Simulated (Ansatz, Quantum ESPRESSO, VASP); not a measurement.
## AlO: equilibrium volume by level of theory

The structure is cubic, space group Pm-3m (No. 221). The conventional cell has a = 2.769 Å, b = 2.769 Å, c = 2.769 Å, α = 90.00°, β = 90.00°, γ = 90.00°. Al (site symmetry m-3m) is surrounded by 8 O at 2.40 Å. O (site symmetry m-3m) is surrounded by 8 Al at 2.40 Å.

The cell comes from a database or a generator and needn't be the stable form of this composition.

```csv
rung,level,program and potentials,cutoff (eV),k mesh,smearing,task,equilibrium volume (Å³/atom),notes
GGA,PBE,"Ansatz, Ansatz PAW",420,10 × 10 × 10,fermi-dirac 0.05,equation of state,10.62,-
GGA,PBE,"Ansatz, Ansatz PAW (earlier soft set)",420,10 × 10 × 10,fermi-dirac 0.05,equation of state,10.62,-
GGA,PBE,"Quantum ESPRESSO, SSSP 1.3 efficiency PBE",748,10 × 10 × 10,fermi-dirac 0.05,equation of state,10.62,-
GGA,PBE,"VASP, PBE PAW files Al, O, 520 eV",520,10 × 10 × 10,fermi-dirac 0.05,equation of state,10.62,-
GGA + dispersion,PBE+D3(BJ),"Quantum ESPRESSO, PseudoDojo 0.4.1 SR PBE standard",1143,10 × 10 × 10,fermi-dirac 0.05,equation of state,10.33,-
meta-GGA,SCAN,"VASP, PBE PAW files Al, O, 600 eV",600,10 × 10 × 10,gaussian 0.05,relaxation of cell and atoms,10.22,potentials made for PBE
meta-GGA,r2SCAN,"VASP, PBE PAW files Al, O, 600 eV",600,10 × 10 × 10,gaussian 0.05,relaxation of cell and atoms,10.26,potentials made for PBE
meta-GGA + dispersion,r2SCAN+rVV10,"VASP, PBE PAW files Al, O, 600 eV",600,10 × 10 × 10,gaussian 0.05,relaxation of cell and atoms,10.19,potentials made for PBE
hybrid,r2SCAN50,"VASP, PBE PAW files Al, O, 600 eV",600,5 × 5 × 5,gaussian 0.05,relaxation of cell and atoms,9.74,coarse mesh; potentials made for PBE
```

All rows: no spin polarisation. Smearing widths are in eV. For a metal such meshes aren't converged. Meshes differ between rows, which moves values too. Meshes are those of the run's cell of 2 atoms unless a note names another. Relaxations start from the cell shown or near it and stop with a little pressure left. Runs on faulty files, with rough fits or with known faults for this quantity aren't shown. No row holds spin-orbit coupling.

By rung: GGA 10.62; GGA + dispersion 10.33; meta-GGA 10.22 to 10.26; meta-GGA + dispersion 10.19; hybrid on coarse meshes 9.74 (Å³/atom).
